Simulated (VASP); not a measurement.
## From an Ansatz input to VASP: NaF (CsCl)

Ansatz input

```yaml
crystal:
  lattice:
    - [2.8648043892, 0.0, 0.0]
    - [0.0, 2.8648043892, 0.0]
    - [0.0, 0.0, 2.8648043892]
  atoms:
    - { symbol: Na, position: [0.0, 0.0, 0.0] }
    - { symbol: F, position: [0.5, 0.5, 0.5] }
kpoints:
  mp_grid: { grid: [8, 8, 8] }
hamiltonian:
  xc: pbesol
scf:
  occupations: { method: fermi_dirac, width: 0.02 }
relax:
  f_tol: 0.005
  cell: {}
```

Problem. Write VASP inputs for this cell and level of theory.

Solution. 

INCAR

```
ISIF = 3
ISMEAR = -1
LREAL = .FALSE.
GGA = PS
ENCUT = 600
SIGMA = 0.02
LWAVE = .FALSE.
LCHARG = .FALSE.
LASPH = .TRUE.
EDIFF = 1E-7
PREC = Accurate
NSW = 40
NBANDS = 14
EDIFFG = -5E-3
NELM = 120
IBRION = 2
```

KPOINTS

```
KPOINTS created by Atomic Simulation Environment
0
Gamma
8 8 8
0 0 0
```

POSCAR

```
Na F
 1.0000000000000000
     2.8648043891630715    0.0000000000000000   -0.0000000000000000
     0.0000000000000000    2.8648043891630715    0.0000000000000000
     0.0000000000000000    0.0000000000000000    2.8648043891630715
 Na  F
   1   1
Cartesian
  0.0000000000000000  0.0000000000000000 -0.0000000000000000
  1.4324021945815355  1.4324021945815355  1.4324021945815355
```

VASP ran with the recommended PBE PAW datasets (14 valence electrons in the cell). Other inputs would serve too.

```csv
,Ansatz,VASP
relaxed cell vector lengths,"2.817, 2.817, 2.817 Å","2.813, 2.813, 2.813 Å"
relaxed cell volume,22.35 Å³,22.26 Å³
```

Datasets and cutoffs are each program's own. VASP's cell holds 14 valence electrons and Ansatz's 16.
